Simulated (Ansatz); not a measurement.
The system is Cd.

```
CELL_PARAMETERS angstrom
0.00000 2.21815 2.21815
2.21815 0.00000 2.21815
2.21815 2.21815 0.00000
ATOMIC_POSITIONS crystal
Cd 0.00000 0.00000 0.00000
```

This isn't the form of Cd at room conditions, which is hcp.

```yaml
Program: Ansatz 0.2.0
Task: single point
Functional: PBE
Potentials_or_basis: Ansatz PAW
Cutoff: "420 eV (not typed: the program's choice for these potentials)"
k_mesh: 10 × 10 × 10
Occupations: fermi-dirac, width 0.05 eV
Spin: no spin polarisation
```

On this cell: pressure 2.3 GPa; band gap on the k mesh none (metal or under the smearing width).

The same run follows on a disturbed copy (cell strained at random at fixed volume):

```
Cd
1.0
    -0.02805    2.22596    2.22309
     2.18709   -0.01565    2.21069
     2.18797    2.21444   -0.01653
Cd
1
Cartesian
  -0.0040 -0.0322 -0.0091
```

Problem. What changes?

Solution. The energy (extrapolated to zero smearing) moves by -0.9 meV/atom; pressure 2.2 GPa; band gap on the k mesh none (metal or under the smearing width).

Stress tensor (GPa, compression positive):
```
 2.38 -0.38 -0.38
-0.38  2.18 -0.30
-0.38 -0.30  2.18
```
